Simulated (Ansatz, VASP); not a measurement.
# SiNi: VASP beside Ansatz

One calculation is typed for both programs; each brings its own data sets and cutoff. How far apart do they land?

Method: plane waves, with VASP 6.6.1 beside it; relaxation of cell and atoms at r2SCAN and relaxation of cell and atoms at r2SCAN with rVV10, in Ansatz 0.2.0.

### Step 1. Starting point

The structure is orthorhombic, space group Pmmn (No. 59). The conventional cell has a = 2.943 Å, b = 3.280 Å, c = 4.677 Å, α = 90.00°, β = 90.00°, γ = 90.00°. Si has 6 Ni at 2.34 to 2.37 Å nearest. Ni has 6 Si at 2.34 to 2.37 Å nearest. Farther neighbours are not listed.

### Step 2. VASP: relaxation of cell and atoms, r2SCAN

The relaxed volume is the usual yardstick between codes: its relative difference is about their pressure difference at one cell divided by the bulk modulus.

Lines of VASP's logs that name or quote its potential files are left out, and so is its time.

The input, INCAR:

```
SYSTEM = SiNi
PREC = Accurate
ENCUT = 520
EDIFF = 1E-06
NELM = 100
ISMEAR = -1
SIGMA = 0.05
LREAL = .FALSE.
ALGO = Normal
METAGGA = R2SCAN
LASPH = .TRUE.
NBANDS = 22
ISPIN = 2
MAGMOM = 0 0 0 0
LMAXMIX = 4
LORBIT = 11
LWAVE = .FALSE.
LCHARG = .FALSE.
KPAR = 8
IBRION = 2
NSW = 60
ISIF = 3
EDIFFG = -0.01
```

The input, POSCAR:

```
SiNi
1.0
    2.9427706600      0.0000000000      0.0000000000
    0.0000000000      3.2803255400      0.0000000000
    0.0000000000      0.0000000000      4.6774467600
Si Ni
2 2
Direct
    0.0000000000      0.0000000000      0.1568568400
    0.5000000000      0.5000000000      0.8431431600
    0.0000000000      0.0000000000      0.6575044100
    0.5000000000      0.5000000000      0.3424955900
```

The input, KPOINTS:

```
Automatic mesh
0
Gamma
9 8 6
0 0 0
```

PAW data sets: Si and Ni (PBE family, release 64).

Launch:

```sh
> mpirun -np 8 vasp_std
```

Numbers of over 12 decimals in the logs are rounded to 6 here.

Output:

```text
[banner, memory and clock lines left out]
running    8 mpi-ranks, on    1 nodes
 distrk:  each k-point on    1 cores,    8 groups
 distr:  one band on    1 cores,    1 groups

 POSCAR found type information on POSCAR SiNi
 POSCAR found :  2 types and       4 ions
|                                                                             |
|           W    W    AA    RRRRR   N    N  II  N    N   GGGG   !!!           |
|           W    W   A  A   R    R  NN   N  II  NN   N  G    G  !!!           |
|           W    W  A    A  R    R  N N  N  II  N N  N  G       !!!           |
|           W WW W  AAAAAA  RRRRR   N  N N  II  N  N N  G  GGG   !            |
|           WW  WW  A    A  R   R   N   NN  II  N   NN  G    G                |
|           W    W  A    A  R    R  N    N  II  N    N   GGGG   !!!           |
|                                                                             |
|     For optimal performance we recommend to set                             |
|       NCORE = 2 up to number-of-cores-per-socket                            |
|     NCORE specifies how many cores store one orbital (NPAR=cpu/NCORE).      |
|     This setting can greatly improve the performance of VASP for DFT.       |
|     The default, NCORE=1 might be grossly inefficient on modern             |
|     multi-core architectures or massively parallel machines. Do your        |
|     Unfortunately you need to use the default for GW and RPA                |
|     calculations (for HF NCORE is supported but not extensively tested      |
|     yet).                                                                   |
|                                                                             |

|                                                                             |
|               ----> ADVICE to this user running VASP <----                  |
|                                                                             |
|     You enforced a specific xc type in the INCAR file but a different       |
|     [... a line on the potential file left out ...]
|     I HOPE YOU KNOW WHAT YOU ARE DOING!                                     |
|                                                                             |

 LDA part: xc-table for (None), standard interpolation
 POSCAR, INCAR and KPOINTS ok, starting setup
 FFT: planning ... GRIDC
 FFT: planning ... GRID_SOFT
 FFT: planning ... GRID
 WAVECAR not read
 entering main loop
       N       E                     dE             d eps       ncg     rms          rms(c)
DAV:   1     0.126096091194E+03    0.12610E+03   -0.12873E+04  8808   0.157E+03
DAV:   2    -0.410779906436E+02   -0.16717E+03   -0.15777E+03  8938   0.296E+02
DAV:   3    -0.494264979095E+02   -0.83485E+01   -0.81498E+01 10552   0.795E+01
DAV:   4    -0.495969857948E+02   -0.17049E+00   -0.17028E+00 10060   0.102E+01
DAV:   5    -0.496021351890E+02   -0.51494E-02   -0.51490E-02 10988   0.187E+00    0.198E+01
DAV:   6    -0.501577912849E+02   -0.55566E+00   -0.53170E+01  9974   0.142E+02    0.247E+01
DAV:   7    -0.430880710082E+02    0.70697E+01   -0.16829E+01 10196   0.844E+01    0.505E+00
DAV:   8    -0.431510709890E+02   -0.63000E-01   -0.17945E+00 13154   0.165E+01    0.335E+00
DAV:   9    -0.431111649027E+02    0.39906E-01   -0.18392E-01 12368   0.678E+00    0.430E-01
DAV:  10    -0.431117324855E+02   -0.56758E-03   -0.85832E-03 13768   0.909E-01    0.238E-01
DAV:  11    -0.431120876193E+02   -0.35513E-03   -0.10772E-03 10718   0.394E-01    0.595E-02
DAV:  12    -0.431121277747E+02   -0.40155E-04   -0.12401E-04 11536   0.138E-01    0.215E-02
DAV:  13    -0.431121308530E+02   -0.30784E-05   -0.13009E-05 10190   0.322E-02    0.133E-02
DAV:  14    -0.431121326617E+02   -0.18087E-05   -0.57770E-06 10012   0.231E-02    0.513E-03
DAV:  15    -0.431121333814E+02   -0.71969E-06   -0.16956E-06  8434   0.118E-02
   1 F= -.43112133E+02 E0= -.43108228E+02  d E =-.431121E+02  mag=    -0.0000
[... from here on, the cycles between the ionic steps are left out ...]
   4 F= -.43113505E+02 E0= -.43109867E+02  d E =-.886350E-04  mag=    -0.0000
   5 F= -.43113586E+02 E0= -.43109914E+02  d E =-.169703E-03  mag=    -0.0000
   6 F= -.43113586E+02 E0= -.43109909E+02  d E =-.168935E-03  mag=    -0.0000
   7 F= -.43113586E+02 E0= -.43109907E+02  d E =-.169358E-03  mag=     0.0000
   8 F= -.43113129E+02 E0= -.43109461E+02  d E =0.457232E-03  mag=    -0.0000
   9 F= -.43113526E+02 E0= -.43109853E+02  d E =0.600650E-04  mag=     0.0000
  10 F= -.43113575E+02 E0= -.43109900E+02  d E =0.110617E-04  mag=    -0.0000
  11 F= -.43113588E+02 E0= -.43109911E+02  d E =-.192448E-05  mag=    -0.0000
  12 F= -.43113589E+02 E0= -.43109911E+02  d E =-.276896E-05  mag=    -0.0000
  13 F= -.43113589E+02 E0= -.43109912E+02  d E =-.250405E-05  mag=    -0.0000
  14 F= -.43113574E+02 E0= -.43109906E+02  d E =0.142730E-04  mag=    -0.0000
 trial-energy change:    0.000014  1 .order   -0.000005   -0.000072    0.000062
 step:   0.2479(harm=  0.3867)  dis= 0.00016  next Energy=   -43.113600 (dE=-0.116E-04)
 bond charge predicted
       N       E                     dE             d eps       ncg     rms          rms(c)
DAV:   1    -0.431138498127E+02   -0.27586E-03   -0.31144E-03 10204   0.810E-01    0.149E-01
DAV:   2    -0.431140653644E+02   -0.21555E-03   -0.35786E-03 10332   0.116E+00    0.169E-01
DAV:   3    -0.431135948652E+02    0.47050E-03   -0.12845E-03 10248   0.723E-01    0.243E-02
DAV:   4    -0.431135970455E+02   -0.21803E-05   -0.39017E-05  9428   0.410E-02    0.929E-03
DAV:   5    -0.431135954817E+02    0.15638E-05   -0.26223E-06  7126   0.275E-02    0.239E-03
DAV:   6    -0.431135953051E+02    0.17657E-06   -0.94112E-07  5080   0.776E-03
  15 F= -.43113595E+02 E0= -.43109921E+02  d E =-.678662E-05  mag=     0.0000
 curvature:  -0.16 expect dE=-0.406E-05 dE for cont linesearch -0.364E-08
 trial: gam= 0.23867 g(F)=  0.973E-05 g(S)=  0.156E-04 ort = 0.151E-05 (trialstep = 0.627E+00)
 search vector abs. value=  0.317E-04
 reached required accuracy - stopping structural energy minimisation
```

Parts of OUTCAR (step 2):

```text
ion  position               nearest neighbor table
   1  0.000  0.000  0.157-   3 2.34   3 2.34   4 2.37   4 2.37   4 2.37   4 2.37   2 2.65   2 2.65
                             2 2.65   2 2.65
   2  0.500  0.500  0.843-   4 2.34   4 2.34   3 2.37   3 2.37   3 2.37   3 2.37   1 2.65   1 2.65
                             1 2.65   1 2.65
   3  0.000  0.000  0.658-   1 2.34   1 2.34   2 2.37   2 2.37   2 2.37   2 2.37   4 2.65   4 2.65
                             4 2.65   4 2.65
   4  0.500  0.500  0.342-   2 2.34   2 2.34   1 2.37   1 2.37   1 2.37   1 2.37   3 2.65   3 2.65
                             3 2.65   3 2.65

  LATTYP: Found a simple orthorhombic cell.
 ALAT       =     2.9427706600
 B/A-ratio  =     1.1147064855
 C/A-ratio  =     1.5894703667

 Subroutine GETGRP returns: Found  8 space group operations
 (whereof  4 operations were pure point group operations)

The static configuration has the point symmetry C_2v.
 The point group associated with its full space group is D_2h.

 Found    100 irreducible k-points:

   k-points           NKPTS =    100   k-points in BZ     NKDIM =    100   number of bands    NBANDS=     22

   dimension x,y,z NGX =    24 NGY =   24 NGZ =   36
   dimension x,y,z NGXF=    48 NGYF=   48 NGZF=   72

   ENCUT  =  520.0 eV  38.22 Ry    6.18 a.u.   5.47  6.10  8.70*2*pi/ulx,y,z

   NELECT =      28.0000    total number of electrons

 k-points in reciprocal lattice and weights: Automatic mesh
   0.00000000  0.00000000  0.00000000       0.002
   0.11111111  0.00000000  0.00000000       0.005
   0.22222222  0.00000000  0.00000000       0.005
   0.33333333  0.00000000  0.00000000       0.005
   0.44444444  0.00000000  0.00000000       0.005
   0.00000000  0.12500000  0.00000000       0.005
   0.11111111  0.12500000  0.00000000       0.009
   0.22222222  0.12500000  0.00000000       0.009
   0.33333333  0.12500000  0.00000000       0.009
[...]
0.33333333  0.50000000  0.50000000       0.005
   0.44444444  0.50000000  0.50000000       0.005

 average (electrostatic) potential at core
       1 -81.4984       2 -81.4984       3 -85.7795       4 -85.7795

 E-fermi :  11.6219

 spin component 1
 k-point     1 :       0.0000    0.0000    0.0000
  band No.  band energies     occupation
    ...
     10       8.7795      1.00000
     11       9.1608      1.00000
     12       9.4949      1.00000
     13       9.5689      1.00000
     14      10.0975      1.00000
     15      12.9280      0.00000
     16      14.5662      0.00000
     17      17.0650      0.00000
     18      17.5263      0.00000
     19      19.3940      0.00000
    ...

 k-point     2 :       0.1111    0.0000    0.0000
  band No.  band energies     occupation
    ...
     10       8.9918      1.00000
     11       9.0353      1.00000
     12       9.2372      1.00000
     13       9.4554      1.00000
     14      10.8043      1.00000
     15      11.7082      0.15111
     16      14.7214      0.00000
     17      17.2460      0.00000
     18      18.0801      0.00000
     19      18.6747      0.00000
    ...

 k-point     3 :       0.2222    0.0000    0.0000
  band No.  band energies     occupation
    ...
     10       8.4505      1.00000
     11       9.1435      1.00000
     12       9.2027      1.00000
     13       9.5472      1.00000
     14      10.5669      1.00000
     15      11.8351      0.01388
     16      15.1455      0.00000
     17      16.0635      0.00000
     18      16.9276      0.00000
     19      17.6802      0.00000
    ...

 k-point     4 :       0.3333    0.0000    0.0000
  band No.  band energies     occupation
    ...
     10       8.6798      1.00000
     11       8.8971      1.00000
     12       9.1972      1.00000
     13       9.7344      1.00000
     14      10.1824      1.00000
     15      13.0180      0.00000
     16      14.4606      0.00000
     17      14.7870      0.00000
     18      16.2003      0.00000
     19      17.4969      0.00000
    ...

 k-point     5 :       0.4444    0.0000    0.0000
  band No.  band energies     occupation
    ...
     10       8.8501      1.00000
     11       8.9026      1.00000
     12       9.0205      1.00000
     13       9.8423      1.00000
     14       9.9492      1.00000
     15      13.6174      0.00000
     16      13.7206      0.00000
     17      14.3922      0.00000
     18      15.9781      0.00000
     19      17.3011      0.00000
    ...

 k-point     6 :       0.0000    0.1250    0.0000
  band No.  band energies     occupation
    ...
     10       8.9883      1.00000
     11       9.2513      1.00000
     12       9.4050      1.00000
     13       9.4317      1.00000
     14       9.8079      1.00000
     15      13.2927      0.00000
     16      15.7110      0.00000
     17      15.9871      0.00000
     18      17.6721      0.00000
     19      17.7132      0.00000
    ...

  Total       -0.0350952      0.0001671     -0.0078996      0.0000000      0.0000000      0.0000000
  in kB       -1.2403913      0.0059065     -0.2791986      0.0000000      0.0000000      0.0000000
  external PRESSURE =      -0.5045611 kB  Pullay stress =       0.0000000 kB

  energy-cutoff  :      520.00
  volume of cell :       45.33
      direct lattice vectors                 reciprocal lattice vectors
     2.949518860  0.000000000  0.000000000     0.339038347  0.000000000  0.000000000
     0.000000000  3.296162555  0.000000000     0.000000000  0.303383096  0.000000000
     0.000000000  0.000000000  4.662727357     0.000000000  0.000000000  0.214466754

 POSITION                                       TOTAL-FORCE (eV/Angst)
 -----------------------------------------------------------------------------------
      0.00000      0.00000      0.73198         0.000000      0.000000     -0.002480
      1.47476      1.64808      3.93074         0.000000      0.000000      0.002480
      0.00000      0.00000      3.06304         0.000000      0.000000     -0.009732
      1.47476      1.64808      1.59969         0.000000      0.000000      0.009732
 -----------------------------------------------------------------------------------
    total drift:                                0.000000     -0.000000      0.000000

  FREE ENERGIE OF THE ION-ELECTRON SYSTEM (eV)
  ---------------------------------------------------
  free  energy   TOTEN  =       -43.1135953051 eV

  energy  without entropy=      -43.1062476592  energy(sigma->0) =      -43.10992148

 reached required accuracy - stopping structural energy minimisation

 total charge
# of ion       s       p       d       tot
------------------------------------------
    1        0.736   0.881   0.000   1.617
    2        0.736   0.881   0.000   1.617
    3        0.496   0.649   8.489   9.634
    4        0.496   0.649   8.489   9.634
--------------------------------------------------
tot          2.465   3.060  16.978  22.502

 magnetization (x)
# of ion       s       p       d       tot
------------------------------------------
    1        0.000  -0.000   0.000   0.000
    2        0.000  -0.000   0.000   0.000
    3        0.000   0.000   0.000   0.000
    4        0.000   0.000   0.000   0.000
--------------------------------------------------
tot          0.000   0.000   0.000   0.000

[... 1 further part left out ...]
```

CONTCAR:

```
SiNi
   1.00000000000000
     2.9495188601484936    0.0000000000000000    0.0000000000000000
     0.0000000000000000    3.2961625546008104    0.0000000000000000
     0.0000000000000000    0.0000000000000000    4.6627273570330940
  Si              Ni
     2     2
Direct
     0.0000000000000000    0.0000000000000000    0.1569863389601420
     0.5000000000000000    0.5000000000000000    0.8430136610398579
     0.0000000000000000    0.0000000000000000    0.6569202009468943
     0.5000000000000000    0.5000000000000000    0.3430797990531059
```

This run allows spin, but its moments start at zero, where symmetry between the spins tends to hold them, although Ni can carry a moment. The run keeps the 8 symmetry operations of its start, so it cannot find a distortion of lower symmetry.

[end of part 1 of 2]

[Lines on the potential files, build, host, timing and source positions are cut from VASP's logs without a mark.]

[Logs are printed without paths, hosts, clocks, repeated set-up lines and the standing remarks that a program may print on its own settings, such as how far it seeks lower states.]

[Hosts, paths, dates, database ids (printed as entryN), source tags and the programs' standing remarks are cut or masked in the printed files.]
